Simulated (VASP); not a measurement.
Crystal: KI.

```
CELL_PARAMETERS angstrom
4.05794 0.00000 0.00000
0.00000 4.29094 0.00000
0.00000 0.00000 4.29094
ATOMIC_POSITIONS crystal
K 0.00000 0.00000 0.00000
I 0.50000 0.50000 0.50000
```

The cell was built by a generator and needn't be a form met in nature.

The cell isn't the ideal one: uniaxial_x strain -5.4%.

Program: VASP 6.6.1. Alike in all runs: task single point; potentials or basis VASP PAW PBE potentials, release 64 (K_sv, I); no spin polarisation; cell uniaxial_x strain -5.4%; cutoff (eV) 520.

Q: Order these runs on this cell by their band gap on the k mesh, lowest first.
A. level r2SCAN; k mesh 6 × 6 × 6; smearing gaussian 0.01 eV
B. level HSE06; k mesh 4 × 4 × 4; smearing gaussian 0.01 eV; exchange at q = 0 truncated; grid for exact exchange (PRECFOCK) Normal; screening parameter 0.2079 1/A
C. level PBE; k mesh 6 × 6 × 6; smearing fermi-dirac 0.02 eV

A: C (3.20 eV), A (3.90 eV), B (4.16 eV).

Caveats: spin-orbit coupling is left out, which moves the levels of the heavy elements.

A k mesh can miss the band edges.
